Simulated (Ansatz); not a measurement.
# MgSe: the cost of one run

Computed with Ansatz 0.2.0 (DFT PBE, scalar-relativistic, plane waves, PAW, unless a step names another level, unless a step's input says otherwise).

1 further run of the same task is left out (set aside as unsound or not needed).

## 1. The structure to begin with

It takes space group Fm-3m (No. 225, cubic). Conventional cell: a = 5.509 Å, b = 5.509 Å, c = 5.509 Å, α = 90.00°, β = 90.00°, γ = 90.00°. Mg (site symmetry m-3m) has 6 Se at 2.75 Å as nearest neighbours. Se (site symmetry m-3m) has 6 Mg at 2.75 Å as nearest neighbours.

As a file:

```cif
data_structure
_symmetry_space_group_name_H-M 'P 1'
_symmetry_Int_Tables_number 1
_cell_length_a 3.8957
_cell_length_b 3.8957
_cell_length_c 3.8957
_cell_angle_alpha 119.999
_cell_angle_beta 119.999
_cell_angle_gamma 90.002
_cell_volume 41.81
loop_
_atom_site_label
_atom_site_type_symbol
_atom_site_fract_x
_atom_site_fract_y
_atom_site_fract_z
_atom_site_occupancy
Mg1 Mg 0.50000 0.50000 0.00000 1
Se1 Se 0.00000 0.00000 0.00000 1
```

The cell was relaxed beforehand at this level, from a generated guess; it needn't be the stable form of this composition. At a tolerance of 0.02 Å it has space group Fm-3m (No. 225); it has 20.90 Å³/atom, an uncorrected energy of -1.24 eV/atom over the elements and, on its mesh, gap 1.77 eV.

## 2. Elastic constants, atoms relaxed

Input file input.yaml:

```yaml
crystal:
  lattice:
    - [-1.9474656489, 1.9474656489, 2.7541066895]
    - [1.9474656489, -1.9474656489, 2.7541066895]
    - [1.9474656489, 1.9474656489, -2.7541066895]
  atoms:
    - { symbol: Mg, position: [0.5, 0.5, 0.0] }
    - { symbol: Se, position: [0.0, 0.0, 0.0] }
basis:
  ecutwfc: 420
kpoints:
  mp_grid: { grid: [12, 12, 12] }
hamiltonian:
  xc: pbe
scf:
  occupations: { method: fixed }
output:
  forces: true
  stress: true
  eigenvalues: true
elastic:
  mode: relaxed_ion
  stencil: two_point
```

Command:

```
> ansatz run input.yaml --threads 1 --pin off --max-ram 2560MiB --backend cpu --events-out ev --progress --plain --runs-dir out
```

Q: Estimate wall time and peak memory on 1 thread of Arm Neoverse V1, shared host.

About 1.7 min, with a peak of 0.56 GiB.
